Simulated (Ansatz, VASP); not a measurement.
# Two plane-wave programs on GaAs

```xyz
2
Lattice="0.0000 2.8268 2.8268 2.8268 0.0000 2.8268 2.8268 2.8268 0.0000" Properties=species:S:1:pos:R:3 pbc="T T T"
As    4.2403    4.2403    4.2403
Ga    0.0000    0.0000    0.0000
```

Alike in both runs: functional r2SCAN; k mesh 8 × 8 × 8; occupations fermi-dirac, width 0.05 eV; no spin polarisation.

```csv
,VASP,Ansatz
version,VASP 6.6.1,Ansatz 0.2.0
potentials or method,"VASP PAW PBE potentials, release 64 (As, Ga_d)",Ansatz PAW
plane-wave cutoff (eV),520,500
valence electrons in the cell,18,28
task,single point,band structure
```

```csv
,VASP,Ansatz,Ansatz less VASP
gap on the k mesh at the Fermi level (eV),1.00,1.02,+0.019
least direct gap on the mesh (eV),1.00,1.02,+0.019
pressure (GPa),0.6,0.5,-0.11
```

The two sets of potentials don't hold the same shells in valence.

Caveats: the PAW data sets were made with another functional, which shifts forces and pressure a little (VASP); the PAW data sets come from PBE, with cores solved anew for the run's functional, which leaves a small shift of forces and pressure (Ansatz). r2SCAN opens gaps a little over a GGA but as a rule still falls short of measured ones. A k mesh can miss the band edges.
